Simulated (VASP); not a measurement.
# From VASP inputs to Ansatz: GaN (strained rocksalt)

INCAR

```
ENCUT = 520
SIGMA = 0.02
ISIF = 2
LASPH = .TRUE.
LREAL = .FALSE.
PREC = Accurate
NBANDS = 16
LELF = .TRUE.
ALGO = Normal
ISMEAR = -1
EDIFF = 1E-7
METAGGA = R2SCAN
IBRION = -1
LCHARG = .TRUE.
NELM = 120
LWAVE = .FALSE.
NSW = 0
```

KPOINTS

```
KPOINTS created by Atomic Simulation Environment
0
Gamma
10 10 10
0 0 0
```

KPOINTS_OPT

```
special points
8
Reciprocal
0.0000000000 0.0000000000 0.0000000000 1
0.5000000000 0.0000000000 0.5000000000 1
0.6250000000 0.2500000000 0.6250000000 1
0.3750000000 0.3750000000 0.7500000000 1
0.5000000000 0.5000000000 0.5000000000 1
0.5000000000 0.2500000000 0.7500000000 1
0.0117190000 0.1914060000 -0.1796870000 1
0.5000000000 0.5000000000 0.0000000000 1
```

POSCAR

```
Ga N
 1.0000000000000000
     0.0000000000000000    2.1928558436999999    2.0342577100999999
     2.1928558436999999    0.0000000000000000    2.0342577100999999
     2.1928558436999999    2.1928558436999999    0.0000000000000000
 Ga  N
   1   1
Cartesian
  0.0000000000000000  0.0000000000000000  0.0000000000000000
  2.1928558436999999  2.1928558436999999  2.0342577101000003
```

VASP ran with the recommended PBE PAW datasets (18 valence electrons in the cell).

Write an Ansatz input for this cell and level of theory.



```yaml
crystal:
  lattice:
    - [0.0, 2.1928558437, 2.0342577101]
    - [2.1928558437, 0.0, 2.0342577101]
    - [2.1928558437, 2.1928558437, 0.0]
  atoms:
    - { symbol: Ga, position: [0.0, 0.0, 0.0] }
    - { symbol: "N", position: [0.5, 0.5, 0.5] }
kpoints:
  mp_grid: { grid: [10, 10, 10] }
  band_path:
    path:
      - [0.0, 0.0, 0.0]
      - [0.5, 0.0, 0.5]
      - [0.625, 0.25, 0.625]
      - [0.375, 0.375, 0.75]
      - [0.5, 0.5, 0.5]
      - [0.5, 0.25, 0.75]
      - [0.011719, 0.191406, -0.179687]
      - [0.5, 0.5, 0.0]
    npoints: 1
hamiltonian:
  xc: r2scan
scf:
  occupations: { method: fermi_dirac, width: 0.02 }
  n_extra_bands: 4
output:
  forces: true
  stress: true
  eigenvalues: true
```

Other inputs would serve too.

|  | VASP | Ansatz |
| --- | --- | --- |
| gap between bands v and c | 0.50 eV | 0.52 eV |
| least direct gap | 2.68 eV | 2.65 eV |
| pressure | -6.5 GPa | -7.4 GPa |

Each program uses its own PAW datasets. VASP's cell holds 18 valence electrons and Ansatz's 18. Ansatz's stress includes a Pulay correction; VASP's doesn't.
